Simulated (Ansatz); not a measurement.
Chalcopyrite CuInS₂ was calculated with r²SCAN+rVV10 (Ansatz, an electronic-structure program, PAW).

Numerical settings: plane-wave cutoff 560 eV, 10×10×10 k mesh, Fermi–Dirac smearing 0.01 eV, no spin polarisation, scalar-relativistic PAW data made under PBE.

Properties against volume:

Shape and atoms are relaxed at each volume.

```csv
V (Å³/atom),P (GPa),direct gap at Γ (eV),c (Å),a (Å)
20.103,3.46,0.494,10.946,5.421
20.522,1.63,0.427,11.017,5.459
20.940,-0.01,0.362,11.084,5.498
21.359,-1.46,0.301,11.158,5.534
21.778,-2.76,0.243,11.226,5.571
```

A straight line through the gaps at Γ against ln V gives a volume deformation potential dE_g(Γ)/d ln V of -3.1 eV: the gap at Γ widens under compression.

Measured, for comparison: band gap 1.55 eV (temperature not stated, no zero-point or thermal correction, direct or pseudo-direct at Γ; as tabulated in Ghosh et al. (2024), arXiv:2401.16805).

Note: the bulk modulus comes from volumes at which shape and atoms were relaxed.

Spin–orbit coupling is not included.
